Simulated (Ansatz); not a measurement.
Ti on a Si site in Si

Theory: DFT PBEsol, scalar-relativistic, plane waves, PAW in Ansatz. Run with 420 eV cutoff, 3×3×3 k-mesh, Gaussian smearing of 0.02 eV, collinear spin.

Host crystal, relaxed:

```yaml
crystal:
  lattice:
    - [0.00000, 2.71692, 2.71692]
    - [2.71692, 0.00000, 2.71692]
    - [2.71692, 2.71692, 0.00000]
  atoms:
    - { symbol: Si, position: [0.25000, 0.25000, 0.25000] }
    - { symbol: Si, position: [0.00000, 0.00000, 0.00000] }
```

Supercell of 32 atoms, rows in host cell vectors: 1 -3 1; -3 1 1; 1 1 -3. Atoms relax at the host's cell from a start displaced at random by 0.05 Å near the defect, so other minima may exist. The cell is small, so energies carry finite-size errors of tenths of an eV. The host's Kohn–Sham gap is 0.46 eV. Atoms are taken from and returned to the elements' standard states. Charged cells are corrected for image charges with the computed static dielectric tensor (mean 13.3) and aligned with the host's potential at far atoms (alignment terms reach 0.21 eV; the program doubts the alignment in some charges, where it is up to 0.21 eV). No band-filling term is added, and the Fermi level counts from the host's valence band top.

Starting moments were lost in some runs.

Defect: Ti on a Si site set at (0.250, 0.250, 0.250) of the host cell. Before relaxation its nearest neighbours are 4 Si at 2.35 Å.

```json
{"charge": "+1", "E_f at the valence band top (eV)": "2.74", "over the neutral state (eV)": "0.39", "moment (μB)": "0.00", "largest move (Å)": "0.14", "atoms near the site": "4 Si at 2.50 Å"}
{"charge": "0", "E_f at the valence band top (eV)": "2.35", "over the neutral state (eV)": "0.00", "moment (μB)": "0.00", "largest move (Å)": "0.13", "atoms near the site": "4 Si at 2.48 Å"}
{"charge": "-1", "E_f at the valence band top (eV)": "2.88", "over the neutral state (eV)": "0.53", "moment (μB)": "0.85", "largest move (Å)": "0.12", "atoms near the site": "4 Si at 2.47 Å"}
```

Among the charges computed the stable one is 0 at the valence band top and stays so across the gap. In charge +1, -1 the extra carrier would gain by moving to a band edge of the host, so it isn't bound in the gap, though by less than the errors named above. In charge +1, -1 the cell has partly filled bands: a level of the defect may be part filled, the carrier may sit in the host's bands, or levels may cross between the k points, so transitions that involve it are doubtful. Fractional moments come from partly filled bands of the small cell.